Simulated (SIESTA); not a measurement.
# Bi2TeSe2 (Skippenite) under changes of volume

One of the cells (29.435 Å³/atom); the others are scaled copies at fixed shape and fractional positions:

```
Bi Te Se
1.0
     2.09150    1.20753    9.71233
    -2.09150    1.20753    9.71233
     0.00000   -2.41506    9.71233
Bi Te Se
2 1 2
Direct
  0.60194 0.60194 0.60194
  0.39806 0.39806 0.39806
  0.00000 0.00000 0.00000
  0.78840 0.78840 0.78840
  0.21160 0.21160 0.21160
```

| Property | Result |
| --- | --- |
| Program | SIESTA 5.4.2 |
| Functional | LDA |
| Potentials or basis | PseudoDojo 0.4 standard (LDA files) |
| Basis | DZP (energy shift 0.003 Ry; two zetas on semicore shells) |
| Grid cutoff | 500 Ry |
| Energy shift | 0.003 Ry |
| k mesh | 5 × 5 × 5 |
| Occupations | fermi-dirac, width 0.05 eV |
| Spin | no spin polarisation |

```csv
volume (Å³/atom),energy over the lowest point (meV/atom),pressure (GPa),gap on the mesh (eV),largest force (eV/Å)
27.669,49.93,6.7,0.37,1.675
28.257,28.75,4.9,0.39,1.638
28.846,13.77,3.3,0.40,1.605
29.435,4.37,1.9,0.41,1.575
30.023,0.00,0.6,0.42,1.547
30.612,?,?,?,?
31.201,4.37,-1.7,0.43,1.496
```

What does the run at 30.612 Å³/atom give?

Energy over the lowest point 0.15 meV/atom; pressure -0.6 GPa; gap on the mesh 0.43 eV; largest force 1.521 eV/Å.

Worked out: A Birch-Murnaghan fit of order 3 (a polynomial in V^(-2/3)) to the other rows has its minimum at 30.29 Å³/atom with B0 = V·E''(V) = 60 GPa and B' = 4.4 at fixed shape and positions, which overstates the stiffness. It gives 0.15 meV/atom at 30.612 Å³/atom, against the run's 0.15, and -dE/dV = -0.6 GPa, against -0.6. A straight line through the other rows of the gap, of slope 0.487 eV per unit of ln V (its deformation potential), gives 0.43 eV, against the run's 0.43.

Energies are extrapolated to zero smearing.

Caveats: spin-orbit coupling is left out, which as a rule narrows the gap of such compounds by several tenths of an eV; an odd mesh through Γ misses points on the zone boundary, where band edges often lie; the basis of atomic orbitals isn't converged, which shifts pressures, moduli and gaps; forces of over 1 eV/Å show positions far from the minimum, so gaps and moduli don't describe the material at rest.
